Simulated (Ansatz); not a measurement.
# Ga2O3 (C2/m), a vibration from a frozen displacement

Theory: Ansatz, DFT PBE, scalar-relativistic, plane waves, PAW. Settings: plane waves to 420 eV, k-mesh 10×10×6 (Γ-centred), Gaussian smearing 0.05 eV. No spin polarisation. Energies are free energies at this smearing, counted from the undisturbed cell; pressure is positive in compression.

The starting cell (relaxed at this level):

```xyz
10
Lattice="6.2274 -1.5418 0.0115 6.2274 1.5418 0.0115 -1.4027 0.0000 5.7077" Properties=species:S:1:pos:R:3 pbc="T T T"
Ga    0.0051    0.0000    4.5381
Ga   11.0471    0.0000    1.1926
Ga    7.7608    0.0000    1.8085
Ga    3.2913    0.0000    3.9222
O     1.8830    0.0000    0.6271
O     9.1691    0.0000    5.1036
O     1.3718    0.0000    3.2252
O     9.6804    0.0000    2.5055
O     5.8178    0.0000    1.4765
O     5.2343    0.0000    4.2542
```

Atom 9 (O) is moved by x along the Cartesian unit vector (-0.206, 0.000, 0.979); the cell and all other atoms stay fixed. The cell's volume is 109.65 Å³; the moved atoms weigh 15.999 u together and the others 358.887 u.

| x (Å) | ΔE (meV/cell) | total force on the moved atoms along the move (eV/Å) | pressure (GPa) |
| --- | --- | --- | --- |
| -0.2000 | 91.32 | 0.9155 | 0.1155 |
| -0.1200 | 32.98 | 0.5460 | 0.1021 |
| -0.0400 | 3.73 | 0.1849 | 0.0461 |
| 0.0000 | 0.00 | 0.0010 | 0.0024 |
| 0.0800 | 15.20 | -0.3864 | -0.1130 |
| 0.1600 | 62.96 | -0.8160 | -0.2563 |

**Question.** What frequency belongs to this motion?

**Answer.** The force constant is k = −dF/dx = 4.680 eV/Å², from the parabola through x = -0.0400, 0 and 0.0800. In every cell the moved atoms swing against the rest, so the mass is μ = m₁m₂/(m₁ + m₂) = 15.316 u, and ν̃ = 521.5 cm⁻¹ × √(|k|/μ) = 288 cm⁻¹. The pattern needn't be a normal mode: ν̃² is then a weighted mean of the squared nonzero frequencies at the zone centre of this cell, taken without macroscopic field, so it lies between the lowest and the highest of them.

**Question.** How far does the harmonic law reach?

**Answer.** At x = -0.200 Å, kx²/2 = 93.60 meV against the computed 91.32 meV (-2.4 %): the well is still close to harmonic there.